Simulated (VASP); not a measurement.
# C (a cell with a defect) in VASP: relaxation of the atoms with PBE

Aim: the relaxation of the atoms of C (a cell with a defect) with PBE.

All numbers are computed with VASP 6.6.1; they aren't measurements. Logs are shortened: lines on timing, memory, paths and dates and some standing lists are left out, and cuts for length are marked.

## 1. The crystal as given

The cell holds a defect, 35 atoms: a = 7.401 Å, b = 7.401 Å, c = 7.819 Å, α = 90.00°, β = 90.00°, γ = 120.00°.

## 2. Relaxation of the atoms, PBE

File INCAR:

```
PREC = Normal
ENCUT = 450
EDIFF = 1E-6
ISMEAR = 1
SIGMA = 0.1
LREAL = Auto
LASPH = T
NELM = 80
ALGO = Normal
ISIF = 2
LWAVE = F
LCHARG = F
GGA = PE
IBRION = 2
NSW = 70
EDIFFG = -0.025
ICORELEVEL = 1
ISYM = 0
LUSENCCL = F
```

File KPOINTS:

```
Automatic mesh
0
Gamma
  4 4 4
```

File POSCAR:

```
C
1.0
   -7.4010330000      0.0000000000      0.0000000000
    3.7005150000      6.4094850000      0.0000000000
    0.0000000000      0.0000000000     -7.8190360000
C
35
Direct
    0.3333333300      0.0000000000      0.7500000000
    0.6666666700      0.3333333300      0.7500000000
    0.0000000000      0.0000000000      0.7500000000
    0.3333333300      0.3333333300      0.7500000000
    0.6666666700      0.6666666700      0.7500000000
    0.0000000000      0.3333333300      0.7500000000
    0.3333333300      0.6666666700      0.7500000000
    0.0000000000      0.6666666700      0.7500000000
    0.6666666700      0.0000000000      0.2500000000
    0.3333333300      0.0000000000      0.2500000000
    0.6666666700      0.3333333300      0.2500000000
    0.0000000000      0.0000000000      0.2500000000
    0.3333333300      0.3333333300      0.2500000000
    0.6666666700      0.6666666700      0.2500000000
    0.0000000000      0.3333333300      0.2500000000
    0.3333333300      0.6666666700      0.2500000000
    0.0000000000      0.6666666700      0.2500000000
    0.7777780000      0.2222223300      0.7500000000
    0.4444446700      0.2222223300      0.7500000000
    0.7777780000      0.5555556700      0.7500000000
    0.1111113300      0.2222223300      0.7500000000
    0.4444446700      0.5555556700      0.7500000000
    0.7777780000      0.8888890000      0.7500000000
    0.1111113300      0.5555556700      0.7500000000
    0.4444446700      0.8888890000      0.7500000000
    0.1111113300      0.8888890000      0.7500000000
    0.5555553300      0.1111110000      0.2500000000
    0.2222220000      0.1111110000      0.2500000000
    0.5555553300      0.4444443300      0.2500000000
    0.8888886700      0.1111110000      0.2500000000
    0.2222220000      0.4444443300      0.2500000000
    0.5555553300      0.7777776700      0.2500000000
    0.8888886700      0.4444443300      0.2500000000
    0.2222220000      0.7777776700      0.2500000000
    0.8888886700      0.7777776700      0.2500000000
```

Potentials or basis: VASP PAW PBE potentials, release 64 (C).

Command:

```
$ cat potpaw_PBE.64/C/POTCAR > POTCAR
$ mpirun -np 1 vasp_std > vasp.out
```

OUTCAR:

```text
PREC = Normal
   ENCUT = 450
   EDIFF = 1E-6
   ISMEAR = 1
   LREAL = Auto
   LASPH = T
   NELM = 80
   ISIF = 2
   GGA = PE
   IBRION = 2
   NSW = 70
   EDIFFG = -0.025
   ISYM = 0

 ion  position               nearest neighbor table
   1  0.333  0.000  0.750-  26 1.42  25 1.42  19 1.42
   2  0.667  0.333  0.750-  19 1.42  18 1.42  20 1.42
   3  0.000  0.000  0.750-  23 1.42  26 1.42  21 1.42
   4  0.333  0.333  0.750-  21 1.42  19 1.42  22 1.42
   5  0.667  0.667  0.750-  22 1.42  20 1.42  23 1.42
   6  0.000  0.333  0.750-  18 1.42  21 1.42  24 1.42
[... 9 lines left out ...]
  16  0.333  0.667  0.250-  32 1.42  34 1.42  31 1.42
  17  0.000  0.667  0.250-  34 1.42  35 1.42  33 1.42
  18  0.778  0.222  0.750-   6 1.42   2 1.42
  19  0.444  0.222  0.750-   2 1.42   4 1.42   1 1.42
  20  0.778  0.556  0.750-   8 1.42   5 1.42   2 1.42
  21  0.111  0.222  0.750-   4 1.42   6 1.42   3 1.42
  22  0.444  0.556  0.750-   5 1.42   7 1.42   4 1.42
  23  0.778  0.889  0.750-   3 1.42   5 1.42
  24  0.111  0.556  0.750-   7 1.42   8 1.42   6 1.42
  25  0.444  0.889  0.750-   1 1.42   7 1.42
  26  0.111  0.889  0.750-   1 1.42   3 1.42   8 1.42
  27  0.556  0.111  0.250-  10 1.42   9 1.42  11 1.42
  28  0.222  0.111  0.250-  12 1.42  10 1.42  13 1.42
  29  0.556  0.444  0.250-  13 1.42  11 1.42  14 1.42
  30  0.889  0.111  0.250-   9 1.42  12 1.42  15 1.42
  31  0.222  0.444  0.250-  15 1.42  13 1.42  16 1.42
  32  0.556  0.778  0.250-  16 1.42  14 1.42   9 1.42
  33  0.889  0.444  0.250-  11 1.42  15 1.42  17 1.42
  34  0.222  0.778  0.250-  17 1.42  16 1.42  10 1.42
  35  0.889  0.778  0.250-  14 1.42  17 1.42  12 1.42

IMPORTANT INFORMATION: All symmetrisations will be switched off!
NOSYMM: (Re-)initialisation of all symmetry stuff for point group C_1.

----------------------------------------------------------------------------------------

                                     Primitive cell

  volume of cell :     370.9101

  direct lattice vectors                    reciprocal lattice vectors
    -7.401033000  0.000000000  0.000000000    -0.135116274  0.078009356  0.000000000
     3.700515000  6.409485000  0.000000000     0.000000000  0.156018775  0.000000000
     0.000000000  0.000000000 -7.819036000     0.000000000  0.000000000 -0.127893004

  length of vectors
     7.401033000  7.401034335  7.819036000     0.156018803  0.156018775  0.127893004

  position of ions in fractional coordinates (direct lattice)
     0.333333330  0.000000000  0.750000000
     0.666666670  0.333333330  0.750000000
     0.000000000  0.000000000  0.750000000
     0.333333330  0.333333330  0.750000000
     0.666666670  0.666666670  0.750000000
     0.000000000  0.333333330  0.750000000
[... 27 lines left out ...]
     0.222222000  0.777777670  0.250000000
     0.888888670  0.777777670  0.250000000

  ion indices of the primitive-cell ions
   primitive index   ion index
                 1           1
                 2           2
                 3           3
                 4           4
                 5           5
                 6           6
[... 27 lines left out ...]
                34          34
                35          35

----------------------------------------------------------------------------------------

 KPOINTS: Automatic mesh

Automatic generation of k-mesh.
 Grid dimensions read from file:
 generate k-points for:    4    4    4

 Generating k-lattice:

  Cartesian coordinates                     Fractional coordinates (reciprocal lattice)
    -0.033779068  0.019502339  0.000000000     0.250000000  0.000000000  0.000000000
     0.000000000  0.039004694  0.000000000     0.000000000  0.250000000  0.000000000
     0.000000000  0.000000000 -0.031973251     0.000000000  0.000000000  0.250000000

  Length of vectors
     0.039004701  0.039004694  0.031973251

  Shift w.r.t. Gamma in fractional coordinates (k-lattice)
     0.000000000  0.000000000  0.000000000

 Subroutine IBZKPT returns following result:
 ===========================================

 Found     36 irreducible k-points:

 Following reciprocal coordinates:
            Coordinates               Weight
  0.000000  0.000000  0.000000      1.000000
  0.250000  0.000000  0.000000      2.000000
  0.000000  0.250000  0.000000      2.000000
 -0.250000  0.250000  0.000000      2.000000
  0.500000  0.000000  0.000000      1.000000
  0.000000  0.500000  0.000000      1.000000
[... 16 lines left out ...]
  0.500000  0.250000  0.250000      2.000000
 -0.250000 -0.250000  0.250000      2.000000
 [... further k-points ...]
   k-points           NKPTS =     36   k-points in BZ     NKDIM =     36   number of bands    NBANDS=     88
   number of dos      NEDOS =    301   number of ions     NIONS =     35
   total plane-waves  NPLWV =  67200
   dimension x,y,z NGX =    40 NGY =   40 NGZ =   42
   dimension x,y,z NGXF=    80 NGYF=   80 NGZF=   84
   ions per type =              35
   NGX,Y,Z   is equivalent  to a cutoff of   8.99,  8.99,  8.93 a.u.
   NGXF,Y,Z  is equivalent  to a cutoff of  17.97, 17.97, 17.86 a.u.
 SYSTEM =  unknown system
   PREC   = normal    normal or accurate (medium, high low for compatibility)
   ISTART =      0    job   : 0-new  1-cont  2-samecut
   ICHARG =      2    charge: 1-file 2-atom 10-const
   ISPIN  =      1    spin polarized calculation?
   LNONCOLLINEAR =      F non collinear calculations
   LSORBIT =      F    spin-orbit coupling
   LASPH  =      T    aspherical Exc in radial PAW
   ENCUT  =  450.0 eV  33.07 Ry    5.75 a.u.  12.80 12.80 13.52*2*pi/ulx,y,z
   NELM   =     80;   NELMIN=  2; NELMDL= -5     # of ELM steps
   EDIFF  = 0.1E-05   stopping-criterion for ELM
   LREAL  =      T    real-space projection
   EDIFFG = -.3E-01   stopping-criterion for IOM
   NSW    =     70    number of steps for IOM
   IBRION =      2    ionic relax: 0-MD 1-quasi-New 2-CG
   NFREE  =      1    steps in history (QN), initial steepest desc. (CG)
   ISIF   =      2    stress and relaxation
   ISYM   =      0    0-nonsym 1-usesym 2-fastsym
   POTIM  = 0.5000    time-step for ionic-motion
   TEBEG  =    0.0;   TEEND  =   0.0 temperature during run
   PSTRESS=    0.0 pullay stress
   NELECT =     140.0000    total number of electrons
   NUPDOWN=      -1.0000    fix difference up-down
   EMIN   =  10.00;   EMAX   =-10.00  energy-range for DOS
   EFERMI =   0.00;   METHOD = LEGACY
   ISMEAR =     1;   SIGMA  =   0.10  broadening in eV -4-tet -1-fermi 0-gaus
   EFERMI_NEDOS =   21; number of points for ismear=-14 and -15
   IALGO  =     38    algorithm
   IMIX   =      4    mixing-type and parameters
     AMIX     =   0.40;   BMIX     =  1.00
     AMIX_MAG =   1.60;   BMIX_MAG =  1.00
  volume/ion in A,a.u.               =      10.60        71.52
  Fermi-wavevector in a.u.,A,eV,Ry     =   1.183118  2.235768 19.044992  1.399767
  Thomas-Fermi vector in A             =   2.319358
   LORBIT       =      0    0 simple, 1 ext, 2 COOP (PROOUT), +10 PAW based schemes
   GGA     = PE    functional components
   LHFCALC =     F    Hartree Fock is set to
   AEXX    =    0.0000 exact exchange contribution
   IVDW    =     0    specifies the selected vdW correction
   LEPSILON=     F    determine dielectric tensor
   LRPA    =     F    only Hartree local field effects (RPA)
 conjugate gradient relaxation of ions
 non-spin polarized calculation
 Methfessel and Paxton  Order N= 1 SIGMA  =   0.10
  energy-cutoff  :      450.00
  volume of cell :      370.91
 maximum number of plane-waves:      8058
   NGX = 25   NGY = 25   NGZ = 27

--------------------------------------- Ionic step        1  -------------------------------------------

 number of electron     140.0000001 magnetization

 Free energy of the ion-electron system (eV)
  ---------------------------------------------------
  ext. energy  EPLUGINS =         0.00000000
  ---------------------------------------------------
  free energy    TOTEN  =      -314.78924296 eV

  energy without entropy =     -314.77119803  energy(sigma->0) =     -314.78322798

------------------------ aborting loop because EDIFF is reached ----------------------------------------

  FORCE on cell =-STRESS in cart. coord.  units (eV):
  Direction    XX          YY          ZZ          XY          YZ          ZX
  --------------------------------------------------------------------------------------
  -------------------------------------------------------------------------------------
  Total       -6.4181335     -6.4173671     -0.1811011      0.0008978     -0.0000001      0.0000001
  in kB      -27.7236650    -27.7203545     -0.7822816      0.0038783     -0.0000003      0.0000005
  external PRESSURE =     -18.7421004 kB  Pullay stress =       0.0000000 kB
[... 188 lines left out ...]
  FREE ENERGIE OF THE ION-ELECTRON SYSTEM (eV)
  ---------------------------------------------------
  free  energy   TOTEN  =      -315.0108630948 eV

  energy  without entropy=     -314.9920471677  energy(sigma->0) =     -315.00459112

[... ionic steps 4 to 8 ...]

--------------------------------------- Ionic step        9  -------------------------------------------

 number of electron     140.0000001 magnetization

------------------------ aborting loop because EDIFF is reached ----------------------------------------

  FORCE on cell =-STRESS in cart. coord.  units (eV):
  Direction    XX          YY          ZZ          XY          YZ          ZX
  --------------------------------------------------------------------------------------
  -------------------------------------------------------------------------------------
  Total       -3.3196164     -3.3681703     -0.1979626     -0.0128444      0.0000000     -0.0000000
  in kB      -14.3393607    -14.5490937     -0.8551158     -0.0554824      0.0000001     -0.0000000
  external PRESSURE =      -9.9145234 kB  Pullay stress =       0.0000000 kB
[... 123 lines left out ...]
  energy  without entropy=     -315.0177705446  energy(sigma->0) =     -315.03033299

--------------------------------------- Ionic step       11  -------------------------------------------

 number of electron     140.0000001 magnetization

 Free energy of the ion-electron system (eV)
  ---------------------------------------------------
  ext. energy  EPLUGINS =         0.00000000
  ---------------------------------------------------
  free energy    TOTEN  =      -315.03665748 eV

  energy without entropy =     -315.01783071  energy(sigma->0) =     -315.03038189

 the core state eigenenergies are
   1-  1s   -262.9369
   2-  1s   -262.9368
   3-  1s   -262.9361
   4-  1s   -262.6822
   5-  1s   -262.9364
   6-  1s   -262.9371
[... 27 lines left out ...]
  34-  1s   -262.9154
  35-  1s   -262.9153

 E-fermi :   3.0357     XC(G=0):  -9.1882

 val. band max:        3.0311620093   @ k =  -0.2500   0.2500   0.0000
 cond. band min:       3.0529647190   @ k =   0.5000   0.2500   0.0000
 fundamental gap:      0.0218027097
 Fermi energy:         3.0357412093

 k-point     1 :       0.0000    0.0000    0.0000
  band No.  band energies     occupation
      1     -16.4390      2.00000
      2     -16.0848      2.00000
      3     -13.8755      2.00000
      4     -13.8652      2.00000
      5     -13.8642      2.00000
      6     -13.8530      2.00000
[... 2029 lines left out ...]
     81       7.4992      0.00000
     82       7.5144      0.00000

 [... further k-points ...]

 [bands above 82 left out]

------------------------ aborting loop because EDIFF is reached ----------------------------------------

  FORCE on cell =-STRESS in cart. coord.  units (eV):
  Direction    XX          YY          ZZ          XY          YZ          ZX
  --------------------------------------------------------------------------------------
  -------------------------------------------------------------------------------------
  Total       -3.2597842     -3.3102347     -0.2028282     -0.0139552      0.0000001      0.0000000
  in kB      -14.0809108    -14.2988360     -0.8761336     -0.0602807      0.0000002      0.0000001
  external PRESSURE =      -9.7519601 kB  Pullay stress =       0.0000000 kB
[... 50 lines left out ...]
  FREE ENERGIE OF THE ION-ELECTRON SYSTEM (eV)
  ---------------------------------------------------
  free  energy   TOTEN  =      -315.0366574809 eV

  energy  without entropy=     -315.0178307134  energy(sigma->0) =     -315.03038189

 reached required accuracy - stopping structural energy minimisation
```

It took 1.5 h on 1 × NVIDIA H100 80GB with 1 thread of AMD EPYC 7R13 (Zen 3), shared host; peak memory 1.6 GiB.

Results:

- Free energy: -315.0367 eV
- Energy gained by relaxing: 7.1 meV/atom
- Ionic steps: 11
- Largest force after relaxing: 0.006 eV/Å
- Band gap on the k mesh: none (metal or under the smearing width)

Forces on the atoms (eV/Å):
```
C    0.001 -0.001  0.000
C    0.004  0.001  0.000
C    0.000  0.000  0.000
C   -0.001  0.001  0.000
C   -0.001  0.001  0.000
C   -0.004  0.001  0.000
C    0.006 -0.002  0.000
C   -0.001  0.000  0.000
C    0.000 -0.001  0.000
C    0.000  0.000  0.000
C    0.000  0.000  0.000
C    0.000  0.000  0.000
C    0.000  0.000  0.000
C   -0.001 -0.001  0.000
C    0.000  0.000  0.000
C    0.000 -0.001  0.000
C    0.000  0.000  0.000
C   -0.002 -0.001  0.000
C   -0.002  0.001  0.000
C    0.000  0.001  0.000
C    0.001  0.002  0.000
C   -0.001 -0.001  0.000
C    0.005  0.003  0.000
C    0.000 -0.001  0.000
C    0.000  0.000  0.000
C   -0.002  0.001  0.000
C    0.000 -0.001  0.000
C    0.000  0.000  0.000
C    0.000 -0.001  0.000
C    0.000  0.000  0.000
C   -0.001  0.000  0.000
C    0.000  0.000  0.000
C    0.000  0.000  0.000
C    0.000 -0.001  0.000
C    0.000  0.000  0.000
```

The path:
| step | energy change (eV) | largest force (eV/Å) | pressure (GPa) |
| --- | --- | --- | --- |
| 1 | 0.0000 | 1.9279 | -1.87 |
| 2 | 1.1811 | 4.6681 | 0.61 |
| 3 | -0.2216 | 0.5034 | -1.55 |
| 4 | -0.2316 | 0.6774 | -1.12 |
| 5 | -0.2393 | 0.2174 | -1.30 |
| 6 | -0.2458 | 0.1948 | -1.05 |
| 7 | -0.2459 | 0.1627 | -1.08 |
| 8 | -0.2433 | 0.3550 | -0.84 |
| 9 | -0.2473 | 0.0540 | -0.99 |
| 10 | -0.2474 | 0.0349 | -0.96 |
| 11 | -0.2474 | 0.0063 | -0.98 |

Final structure:
```yaml
crystal:
  lattice:
    - [-7.40103, 0.00000, 0.00000]
    - [3.70052, 6.40949, 0.00000]
    - [0.00000, 0.00000, -7.81904]
  atoms:
    - { symbol: C, position: [0.33663, 0.00164, 0.75000] }
    - { symbol: C, position: [0.66506, 0.33001, 0.75000] }
    - { symbol: C, position: [0.99828, 0.00163, 0.75000] }
    - { symbol: C, position: [0.33333, 0.33333, 0.75000] }
    - { symbol: C, position: [0.66508, 0.66839, 0.75000] }
    - { symbol: C, position: [0.99829, 0.33000, 0.75000] }
    - { symbol: C, position: [0.33672, 0.66841, 0.75000] }
    - { symbol: C, position: [0.00001, 0.66668, 0.75000] }
    - { symbol: C, position: [0.66668, 0.99999, 0.25000] }
    - { symbol: C, position: [0.33337, 0.00002, 0.25000] }
    - { symbol: C, position: [0.66664, 0.33328, 0.25000] }
    - { symbol: C, position: [0.99997, 0.00001, 0.25000] }
    - { symbol: C, position: [0.33331, 0.33331, 0.25000] }
    - { symbol: C, position: [0.66665, 0.66670, 0.25000] }
    - { symbol: C, position: [0.99997, 0.33326, 0.25000] }
    - { symbol: C, position: [0.33338, 0.66668, 0.25000] }
    - { symbol: C, position: [0.00000, 0.66668, 0.25000] }
    - { symbol: C, position: [0.78149, 0.22965, 0.75000] }
    - { symbol: C, position: [0.44365, 0.22302, 0.75000] }
    - { symbol: C, position: [0.77851, 0.55592, 0.75000] }
    - { symbol: C, position: [0.11270, 0.22301, 0.75000] }
    - { symbol: C, position: [0.44369, 0.55398, 0.75000] }
    - { symbol: C, position: [0.78150, 0.88518, 0.75000] }
    - { symbol: C, position: [0.11075, 0.55591, 0.75000] }
    - { symbol: C, position: [0.43700, 0.88519, 0.75000] }
    - { symbol: C, position: [0.11072, 0.88818, 0.75000] }
    - { symbol: C, position: [0.55555, 0.11108, 0.25000] }
    - { symbol: C, position: [0.22219, 0.11106, 0.25000] }
    - { symbol: C, position: [0.55557, 0.44447, 0.25000] }
    - { symbol: C, position: [0.88888, 0.11109, 0.25000] }
    - { symbol: C, position: [0.22220, 0.44444, 0.25000] }
    - { symbol: C, position: [0.55556, 0.77779, 0.25000] }
    - { symbol: C, position: [0.88888, 0.44438, 0.25000] }
    - { symbol: C, position: [0.22228, 0.77781, 0.25000] }
    - { symbol: C, position: [0.88886, 0.77782, 0.25000] }
```

Core levels (eV, on the scale of the bands):
```tsv
atom	levels
1 C	1s -262.9
2 C	1s -262.9
3 C	1s -262.9
4 C	1s -262.7
5 C	1s -262.9
6 C	1s -262.9
```

Caveat: the cutoff is under 1.25 times the usual one of these potentials, so pressure, stress and relaxed cells hold a basis-set (Pulay) error.
